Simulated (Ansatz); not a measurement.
# Ni3Ge (Pm-3m) in Ansatz: settings compared

Aim: see how the results for Ni3Ge move with the level of theory and the settings. Levels: PBEsol, LDA. Tasks: phonons, elastic constants, single point, equation of state.

Program: Ansatz 0.2.0. These are calculated values, not measurements. Logs are shortened: lines on timing, memory, paths and dates and some standing lists are left out, and cuts for length are marked.

## (1) The structure

It takes space group Pm-3m (No. 221, cubic). The conventional cell has a = 3.530 Å, b = 3.530 Å, c = 3.530 Å, α = 90.00°, β = 90.00°, γ = 90.00°. Ge (site symmetry m-3m) is surrounded by 12 Ni at 2.50 Å. Ni (site symmetry 4/mmm) is surrounded by 4 Ge at 2.50 Å and 8 Ni at 2.50 Å.

The cell comes from a database or a generator and needn't be the stable form of this composition.

## (2) Phonons, PBEsol, collinear spin, ferromagnetic start

input.yaml reads:

```yaml
crystal:
  lattice:
    - [3.5303341067, 0.0, 0.0]
    - [0.0, 3.5303341067, 0.0]
    - [0.0, 0.0, 3.5303341067]
  atoms:
    - { symbol: Ge, position: [0.0, 0.0, 0.0] }
    - { symbol: Ni, position: [0.5, 0.5, 0.0], spin: 1.0 }
    - { symbol: Ni, position: [0.0, 0.5, 0.5], spin: 1.0 }
    - { symbol: Ni, position: [0.5, 0.0, 0.5], spin: 1.0 }
hamiltonian:
  xc: pbesol
  pseudopotentials: { kind: paw }
magnetization:
  spin_polarized: true
kpoints:
  mp_grid: { grid: [6, 6, 6] }
scf:
  occupations: { method: fermi_dirac, width: 0.05 }
phonons:
  method: dfpt
```

Potentials or basis: Ansatz PAW.

The run is started by

```console
$ ansatz run input.yaml --threads 2 --pin off --max-ram 5632MiB --backend cpu --events-out ev --progress --plain --runs-dir out
```

What it wrote:

```text
Warning: RAYON_NUM_THREADS=2 ignored (pool sized by the plan → 2); use --threads N
zone centre: on kpoints.mp_grid the ground state, and the responses unless they are solved on pairs of k-points, stand on 64 of the mesh's 216 k-points, reduced under 8 symmetry operations, with k and −k counted as one. Each operation leaves every solved displacement unchanged or reverses it
Engine: ansatz 0.2.0, aarch64-unknown-linux-gnu
Pseudopotentials: kind: paw
Pseudopotential: Ge, paw, valence charge 14, recommended cutoff 420 eV (normal), Ge.paw.azcp
Pseudopotential: Ni, paw, valence charge 18, recommended cutoff 420 eV (normal), Ni.paw.azcp
Functional definition: PBEsol
  exchange = pbesol_x
  correlation = pbesol_c
Crystal: 4 atoms, lattice volume = 43.999 Å³
Basis set: ecut = 420 eV, 847 PW (Γ), exchange–correlation on 48×48×48 points (8 copies of the dense FFT grid, shifted against one another)
Bands: 43, of which v1, the nominal top of the filled ones, is band 34 counted from 1 (33 counted from 0)
Symmetry: 48 space group operations
Space group: Pm-3m (ITA 221), of the structure as read, at distance tolerance 3.5e-5 Å
Magnetic group: BNS 221.92 (UNI 1594), of the structure as read, at distance tolerance 3.5e-5 Å
k-points: 20 of 216
Non-local potential: Ge, projectors of the file, l = 0: 2, l = 1: 2, l = 2: 3, l = 3: 1
Non-local potential: Ni, projectors of the file, l = 0: 3, l = 1: 2, l = 2: 3, l = 3: 1
PAW form: soft (Blöchl's): semilocal exchange-correlation on the pseudo side does not see the compensation charge
PAW frozen core: Ge, regenerated for the run's functional, and the local potential with it (the file was generated under x = pbe(κ = 0.804, μ = 0.2195149727645171), c = pbe(β = 0.06672455060314922))
PAW frozen core: Ni, regenerated for the run's functional, and the local potential with it (the file was generated under x = pbe(κ = 0.804, μ = 0.2195149727645171), c = pbe(β = 0.06672455060314922))
PAW one-centre angular grid: Ge, 590 points (default); XC on 64 Gauss nodes
PAW one-centre angular grid: Ni, 590 points (default); XC on 64 Gauss nodes
Initial density: superposition of atomic densities (chi_scale 0.1, normalization cell)
Starting moments: Σ|m| = 3 μB on 3 of 4 sites
Initial wavefunctions: pseudopotential atomic-orbital guess
[...]
SCF 1 converged in 12 iterations: F = -21669.794879 eV  dr2 = 8.12e-10
[...]
SCF iter   4: F=—  HF=-21669.794879 eV  |F-HF|=—  |Δ(HF+E_count)|=  3.27e-11  Δρ=1.20e-7 (↑1.20e-7 ↓1.20e-7)  dr2=1.67e-11  dr2_m=0.00e0  M=0.000 μB ∫|m|=0.000 μB  β_m=0.65  ethr=1.00e-12  ⟨swp⟩=1.0  Hψ=2624  notcnv=0
SCF iter   5: F=-21669.794879 eV  HF=-21669.794879 eV  |F-HF|=7.28e-12  |Δ(HF+E_count)|=    0.00e0  Δρ=8.66e-8 (↑8.66e-8 ↓8.66e-8)  dr2=8.82e-12  dr2_m=0.00e0  M=0.000 μB ∫|m|=0.000 μB  ethr=1.00e-12  ⟨swp⟩=4.4  Hψ=9683  notcnv=0
SCF 2 converged in 5 iterations: F = -21669.794879 eV  dr2 = 8.82e-12
DFPT response loops at Γ: preconditioner auto → Kerker (q_TF=auto, 2.934 Å⁻¹) (partly filled bands, converged f_vac=0.000); β = 1.00, the filter's whole step (`scf.mixing.beta` (0.30) is not read by the response loops under this deck's `scf.mixing.preconditioner`; to damp them name `kerker` or `kerker_dos`, under which they read `scf.mixing.beta`, and type it under 1.00, their step now; both keys bind the ground state too); Broyden in place of MSR1
SCF converged after 5 iterations
Magnetization: 0.0000 μB (34.0000 up, 34.0000 down)
Absolute magnetization: 0.0000 μB (∫|ρ↑−ρ↓|)
Spin contamination: 0.0000 ħ² per cell (⟨S²⟩ above its minimum at these occupations)
Per-site moments (μB) at R_I (Å): [(0.0, 1.0297333145144605), (0.0, 1.0297333145144605), (0.0, 1.0297333145144605), (0.0, 1.0297333145144605)]
Free energy (F): -21669.794879 eV
Harris-Foulkes:  -21669.794879 eV  (|F-HF|=7.28e-12)
Internal energy: -21669.780240 eV  (E = F + TS)
E sigma→0 (E₀):  -21669.787559 eV
Entropy (-TS):   -0.014639 eV (-3.660 meV/atom)
Fermi energy:    18.578907 eV
--- Per-component energies (eV) ---
  E_band       = -838.794349
  E_kinetic    = 969.017924
  E_local      = -12169.570922  (includes V_loc(G=0)·N_el)
  E_nonlocal   = 2337.061966
  E_hartree    = 5159.351498
  E_xc         = -331.530104
  E_vxc        = -396.969275  (∫ρ·V_xc dr)
  E_paw        = -6771.326592  (= ΣΔE_a)
  E_vpaw       = -1897.038211  (= ΣTr[D̂ρ^β])
  E_aug_tail   = 0.001522  (compensation charges beyond the density's cutoff)
  E_ewald      = -10864.295333
  E_core_change = 1.509803  (= ΣΔE_core)
  E_smearing   = -0.014639  (= −TS)
  E_closure    = -0.000000  (closes the sum)
  Σ components = -21669.794879   (vs F -21669.794879, Δ=0.00e0)
--- Band table (eV; the first three rows and the last of 128) ---
  k-point 0 ↑: bands = ["-84.2499", "-84.2165", "-84.2165", "-44.8720", "-44.8720", "-44.8720", "-44.8195", "-44.8195", "-44.8195", "-44.6608", "-44.6608", "-44.6608", "-6.0880", "-6.0880", "-6.0732", "-6.0732", "-6.0732", "5.9501", "13.6346", "14.7140", "14.7140", "15.1349", "15.1349", "15.1349", "17.0960", "17.0960", "17.0960", "17.5400", "17.5400", "17.5400", "17.9739", "17.9739", "18.2766", "18.5899", "18.5899", "18.5899", "22.4914", "25.4030", "25.4030", "29.0326", "29.0326"]
  k-point 1 ↑: bands = ["-84.2479", "-84.2185", "-84.2165", "-44.8674", "-44.8674", "-44.8658", "-44.8210", "-44.8210", "-44.8199", "-44.6679", "-44.6639", "-44.6639", "-6.0868", "-6.0813", "-6.0732", "-6.0732", "-6.0729", "6.2625", "13.5085", "14.2559", "14.9277", "15.0754", "15.0754", "15.2105", "16.5634", "16.5634", "16.8700", "17.0080", "17.7803", "17.7803", "17.9018", "17.9688", "18.1467", "18.5903", "19.2252", "19.2252", "23.1043", "25.3882", "26.5273", "28.1849", "28.1849"]
  k-point 2 ↑: bands = ["-84.2428", "-84.2235", "-84.2165", "-44.8562", "-44.8562", "-44.8520", "-44.8259", "-44.8259", "-44.8207", "-44.6837", "-44.6703", "-44.6703", "-6.0844", "-6.0733", "-6.0733", "-6.0722", "-6.0678", "7.1141", "11.8591", "14.4457", "14.8905", "14.8905", "15.3893", "15.4619", "16.3624", "16.3624", "16.5974", "16.8041", "17.4787", "17.4787", "17.5503", "17.7167", "18.0228", "18.5909", "20.8259", "20.8259", "23.2486", "25.3514", "25.9111", "25.9111", "26.5531"]
  k-point 63 ↓: bands = ["-84.2275", "-84.2275", "-84.2275", "-44.8957", "-44.8957", "-44.8957", "-44.8173", "-44.7684", "-44.7684", "-44.7684", "-44.6296", "-44.6296", "-6.0864", "-6.0864", "-6.0864", "-6.0483", "-6.0483", "9.5206", "14.4117", "14.4117", "14.4117", "14.6748", "14.6748", "14.6748", "16.3669", "16.3669", "16.3669", "17.2155", "17.2155", "17.2155", "17.3904", "17.3904", "17.9461", "18.3585", "18.3585", "18.3585", "19.2609", "22.7395", "22.7395", "22.7395", "35.8481"]
--- Phonons (Γ-DFPT): 3 representative perturbations + reference, on 64 of 216 k-points (Σ response iterations 9) ---
  k mesh reduced under 8 symmetry operations, with k and −k counted as one. Each operation leaves every solved displacement unchanged or reverses it
  ASR residual: 1.017e-4 → 0.000e0 eV/Å²; symmetrization residual: 8.335e-6 eV/Å²
  ASR residual per site (eV/Å²): 3.93e-5 1.02e-4 1.02e-4 1.02e-4
  Γ frequencies (cm⁻¹): 0.00 0.00 0.00 169.13 169.13 169.13 196.98 196.98 196.98 295.52 295.52 295.52
  non-analytic LO–TO correction: not included (Born effective charges unavailable; polar crystals: no LO–TO splitting at Γ)
```

Wall time 48 s (2 threads of Arm Neoverse V2, shared host); peak memory 0.97 GiB.

Results:

- Free energy: -21669.7949 eV
- Band gap on the k mesh: none (metal or under the smearing width)
- Net moment: 0.00 μB per cell
- Absolute moment: 0.00 μB per cell
- Highest phonon frequency at Γ: 296 cm⁻¹

Phonon frequencies in cm⁻¹ (negative: imaginary):
```csv
q point,frequencies
"(0.000, 0.000, 0.000)",0 0 0 169 169 169 197 197 197 296 296 296
```

Caveat: the PAW data sets come from PBE, with cores solved anew for the run's functional, which leaves a small shift of forces and pressure.

## (3) Elastic constants, PBEsol, collinear spin, ferromagnetic start

input.yaml, as its differences from that of step 2:

```diff
@@ -19,3 +19,7 @@
   occupations: { method: fermi_dirac, width: 0.05 }
-phonons:
-  method: dfpt
+output:
+  forces: true
+  stress: true
+elastic:
+  mode: clamped_ion
+  stencil: two_point
```

Potentials or basis: Ansatz PAW.

The run is started by

```console
$ ansatz run input.yaml --threads 2 --pin off --max-ram 5632MiB --backend cpu --events-out ev --progress --plain --runs-dir out
```

Run time: 20 s. Hardware: 2 threads of Arm Neoverse V2, shared host; peak memory 0.47 GiB.

The run converged. Its results:

* Free energy: -21669.7949 eV
* Pressure: -0.9 GPa
* Band gap on the k mesh: none (metal or under the smearing width)
* Net moment: 0.00 μB per cell
* Absolute moment: 0.00 μB per cell
* Clamped-ion elastic constants C11, C12, C44: 311, 166, 120 GPa
* Voigt bulk modulus: 214 GPa

Levels at points of the mesh, in eV from the Fermi level:
Spin up:
| k point | band 31 | band 32 | band 33 | band 34 | band 35 | band 36 | band 37 | band 38 |
| --- | --- | --- | --- | --- | --- | --- | --- | --- |
| (0.00, 0.00, 0.00) | -0.61 | -0.61 | -0.30 | 0.01 | 0.01 | 0.01 | 3.91 | 6.82 |
| (0.00, 0.00, -0.50) | -1.28 | -1.17 | -0.56 | 0.01 | 3.59 | 3.59 | 4.58 | 5.70 |
| (0.00, -0.50, -0.50) | -1.25 | -1.13 | -0.97 | -0.96 | 0.61 | 0.61 | 5.69 | 6.38 |
| (-0.50, -0.50, -0.50) | -1.19 | -1.19 | -0.63 | -0.22 | -0.22 | -0.22 | 0.68 | 4.16 |
Spin down:
| k point | band 31 | band 32 | band 33 | band 34 | band 35 | band 36 | band 37 | band 38 |
| --- | --- | --- | --- | --- | --- | --- | --- | --- |
| (0.00, 0.00, 0.00) | -0.61 | -0.61 | -0.30 | 0.01 | 0.01 | 0.01 | 3.91 | 6.82 |
| (0.00, 0.00, -0.50) | -1.28 | -1.17 | -0.56 | 0.01 | 3.59 | 3.59 | 4.58 | 5.70 |
| (0.00, -0.50, -0.50) | -1.25 | -1.13 | -0.97 | -0.96 | 0.61 | 0.61 | 5.69 | 6.38 |
| (-0.50, -0.50, -0.50) | -1.19 | -1.19 | -0.63 | -0.22 | -0.22 | -0.22 | 0.68 | 4.16 |

Elastic tensor in Voigt notation (GPa, ions clamped, in the Cartesian axes of the cell as first typed):
```
311 166 166   0   0   0
166 311 166   0   0   0
166 166 311   0   0   0
  0   0   0 120   0   0
  0   0   0   0 120   0
  0   0   0   0   0 120
```

Caveat: elastic constants of metals need much finer meshes, so these are rough; the PAW data sets come from PBE, with cores solved anew for the run's functional, which leaves a small shift of forces and pressure.

## (4) Single point, LDA, collinear spin, ferromagnetic start, 10.34 Å³/atom (volume scaled by 0.94)

input.yaml reads:

```yaml
crystal:
  lattice:
    - [3.45826625, 0.0, 0.0]
    - [0.0, 3.45826625, 0.0]
    - [0.0, 0.0, 3.45826625]
  atoms:
    - { symbol: Ge, position: [0.0, 0.0, 0.0] }
    - { symbol: Ni, position: [0.5, 0.5, 0.0], spin: 1.0 }
    - { symbol: Ni, position: [0.0, 0.5, 0.5], spin: 1.0 }
    - { symbol: Ni, position: [0.5, 0.0, 0.5], spin: 1.0 }
hamiltonian:
  xc: lda
  pseudopotentials: { kind: paw }
magnetization:
  spin_polarized: true
kpoints:
  mp_grid: { grid: [8, 8, 8] }
scf:
  occupations: { method: fermi_dirac, width: 0.05 }
output:
  forces: true
  stress: true
  eigenvalues: true
```

The run is started by

```console
$ ansatz run input.yaml --threads 2 --pin off --max-ram 5632MiB --backend cpu --events-out ev --progress --plain --runs-dir out
```

It took 5.5 s on 2 threads of Arm Neoverse V2, shared host; peak memory 0.43 GiB.

The run converged. Its results:

| Property | Result |
| --- | --- |
| Free energy | -21537.2599 eV |
| Pressure | 6.7 GPa |
| Band gap on the k mesh | none (metal or under the smearing width) |
| Net moment | 0.00 μB per cell |
| Absolute moment | 0.00 μB per cell |

Caveat: the PAW data sets come from PBE, with cores solved anew for the run's functional, which leaves a small shift of forces and pressure; the starting moments weren't kept.

## (5) Single point, LDA, collinear spin, ferromagnetic start, 10.56 Å³/atom (volume scaled by 0.96)

input.yaml, as its differences from that of step 4:

```diff
@@ -2,5 +2,5 @@
   lattice:
-    - [3.45826625, 0.0, 0.0]
-    - [0.0, 3.45826625, 0.0]
-    - [0.0, 0.0, 3.45826625]
+    - [3.4826210401, 0.0, 0.0]
+    - [0.0, 3.4826210401, 0.0]
+    - [0.0, 0.0, 3.4826210401]
   atoms:
```

The run is started by

```console
$ ansatz run input.yaml --threads 2 --pin off --max-ram 5632MiB --backend cpu --events-out ev --progress --plain --runs-dir out
```

It took 5.8 s on 2 threads of Arm Neoverse V2, shared host; peak memory 0.43 GiB.

It converged, with:

```
Free energy            : -21537.2817 eV
Pressure               : 1.3 GPa
Band gap on the k mesh : none (metal or under the smearing width)
Net moment             : 0.00 μB per cell
Absolute moment        : 0.00 μB per cell
```

Caveat: the PAW data sets come from PBE, with cores solved anew for the run's functional, which leaves a small shift of forces and pressure; the starting moments weren't kept.

## (6) Single point, LDA, collinear spin, ferromagnetic start, 10.78 Å³/atom (volume scaled by 0.98)

input.yaml, as its differences from that of step 5:

```diff
@@ -2,5 +2,5 @@
   lattice:
-    - [3.4826210401, 0.0, 0.0]
-    - [0.0, 3.4826210401, 0.0]
-    - [0.0, 0.0, 3.4826210401]
+    - [3.5066398753, 0.0, 0.0]
+    - [0.0, 3.5066398753, 0.0]
+    - [0.0, 0.0, 3.5066398753]
   atoms:
```

Potentials or basis: Ansatz PAW.

The run is started by

```console
$ ansatz run input.yaml --threads 2 --pin off --max-ram 5632MiB --backend cpu --events-out ev --progress --plain --runs-dir out
```

Run time: 5.9 s. Hardware: 2 threads of Arm Neoverse V2, shared host; peak memory 0.43 GiB.

The run converged. Its results:

```
Free energy            : -21537.2754 eV
Pressure               : -3.5 GPa
Band gap on the k mesh : none (metal or under the smearing width)
Net moment             : 0.00 μB per cell
Absolute moment        : 0.00 μB per cell
```

Caveat: the PAW data sets come from PBE, with cores solved anew for the run's functional, which leaves a small shift of forces and pressure; the starting moments weren't kept.

## (7) Single point, LDA, collinear spin, ferromagnetic start, 11.00 Å³/atom

input.yaml, as its differences from that of step 6:

```diff
@@ -2,5 +2,5 @@
   lattice:
-    - [3.5066398753, 0.0, 0.0]
-    - [0.0, 3.5066398753, 0.0]
-    - [0.0, 0.0, 3.5066398753]
+    - [3.5303341067, 0.0, 0.0]
+    - [0.0, 3.5303341067, 0.0]
+    - [0.0, 0.0, 3.5303341067]
   atoms:
```

The run is started by

```console
$ ansatz run input.yaml --threads 2 --pin off --max-ram 5632MiB --backend cpu --events-out ev --progress --plain --runs-dir out
```

It took 5.7 s on 2 threads of Arm Neoverse V2, shared host; peak memory 0.43 GiB.

The run converged. Its results:

- Free energy: -21537.2444 eV
- Pressure: -7.7 GPa
- Band gap on the k mesh: none (metal or under the smearing width)
- Net moment: 0.00 μB per cell
- Absolute moment: 0.00 μB per cell

Caveat: the PAW data sets come from PBE, with cores solved anew for the run's functional, which leaves a small shift of forces and pressure; the starting moments weren't kept.

## (8) Single point, LDA, collinear spin, ferromagnetic start, 11.22 Å³/atom (volume scaled by 1.02)

input.yaml, as its differences from that of step 7:

```diff
@@ -2,5 +2,5 @@
   lattice:
-    - [3.5303341067, 0.0, 0.0]
-    - [0.0, 3.5303341067, 0.0]
-    - [0.0, 0.0, 3.5303341067]
+    - [3.5537144841, 0.0, 0.0]
+    - [0.0, 3.5537144841, 0.0]
+    - [0.0, 0.0, 3.5537144841]
   atoms:
```

The run is started by

```console
$ ansatz run input.yaml --threads 2 --pin off --max-ram 5632MiB --backend cpu --events-out ev --progress --plain --runs-dir out
```

It took 5.8 s on 2 threads of Arm Neoverse V2, shared host; peak memory 0.43 GiB.

The run converged. Its results:

```yaml
Free_energy: -21537.1913 eV
Pressure: -11.5 GPa
Band_gap_on_the_k_mesh: none (metal or under the smearing width)
Net_moment: 0.00 μB per cell
Absolute_moment: 0.00 μB per cell
```

Caveat: the PAW data sets come from PBE, with cores solved anew for the run's functional, which leaves a small shift of forces and pressure; the starting moments weren't kept.

## (9) Single point, LDA, collinear spin, ferromagnetic start, 11.44 Å³/atom (volume scaled by 1.04)

input.yaml, as its differences from that of step 8:

```diff
@@ -2,5 +2,5 @@
   lattice:
-    - [3.5537144841, 0.0, 0.0]
-    - [0.0, 3.5537144841, 0.0]
-    - [0.0, 0.0, 3.5537144841]
+    - [3.5767911988, 0.0, 0.0]
+    - [0.0, 3.5767911988, 0.0]
+    - [0.0, 0.0, 3.5767911988]
   atoms:
```

Potentials or basis: Ansatz PAW.

The run is started by

```console
$ ansatz run input.yaml --threads 2 --pin off --max-ram 5632MiB --backend cpu --events-out ev --progress --plain --runs-dir out
```

Run time: 5.8 s. Hardware: 2 threads of Arm Neoverse V2, shared host; peak memory 0.44 GiB.

The run converged. Its results:

| Property | Result |
| --- | --- |
| Free energy | -21537.1189 eV |
| Pressure | -14.8 GPa |
| Band gap on the k mesh | none (metal or under the smearing width) |
| Net moment | 0.00 μB per cell |
| Absolute moment | 0.00 μB per cell |

Caveat: the PAW data sets come from PBE, with cores solved anew for the run's functional, which leaves a small shift of forces and pressure; the starting moments weren't kept.

## (10) Single point, LDA, collinear spin, ferromagnetic start, 11.66 Å³/atom (volume scaled by 1.06)

input.yaml, as its differences from that of step 9:

```diff
@@ -2,5 +2,5 @@
   lattice:
-    - [3.5767911988, 0.0, 0.0]
-    - [0.0, 3.5767911988, 0.0]
-    - [0.0, 0.0, 3.5767911988]
+    - [3.5995739226, 0.0, 0.0]
+    - [0.0, 3.5995739226, 0.0]
+    - [0.0, 0.0, 3.5995739226]
   atoms:
```

The run is started by

```console
$ ansatz run input.yaml --threads 2 --pin off --max-ram 5632MiB --backend cpu --events-out ev --progress --plain --runs-dir out
```

Wall time 7.1 s (2 threads of Arm Neoverse V2, shared host); peak memory 0.44 GiB.

The run converged. Its results:

* Free energy: -21537.0292 eV
* Pressure: -17.8 GPa
* Band gap on the k mesh: none (metal or under the smearing width)
* Net moment: 0.00 μB per cell
* Absolute moment: 0.00 μB per cell

Caveat: the PAW data sets come from PBE, with cores solved anew for the run's functional, which leaves a small shift of forces and pressure; the starting moments weren't kept.

## (11) Equation of state, LDA, collinear spin, ferromagnetic start

This step only gathers the single runs of the series.

Results:

```
Equilibrium volume                      : 10.62 Å³/atom
Bulk modulus                            : 238 GPa
Pressure derivative of the bulk modulus : 4.9
```

Energy against volume, from the lowest point:
```tsv
volume (Å³/atom)	energy (meV/atom)
10.340	5.44
10.560	0.00
10.780	1.56
11.000	9.32
11.220	22.59
11.440	40.69
11.660	63.11
```

## (12) Overview

| task | level | k mesh | atoms under strain | gap on the mesh (eV) | moment (μB) |
| --- | --- | --- | --- | --- | --- |
| phonons | PBEsol | 6 × 6 × 6 | - | none | 0.00 |
| elastic constants | PBEsol | 6 × 6 × 6 | clamped | none | 0.00 |
| equation of state | LDA | 8 × 8 × 8 | - | - | - |

Alike in all rows: potentials or basis Ansatz PAW; spin collinear, ferromagnetic start; cell as given; cutoff (eV) 420; smearing fermi-dirac 0.05 eV.

Caveats: the PAW data sets come from PBE, with cores solved anew for the run's functional, which leaves a small shift of forces and pressure (some runs); elastic constants of metals need much finer meshes, so these are rough (some runs).

Total energies depend on the potentials used, so only differences within one code and one set of settings carry meaning.
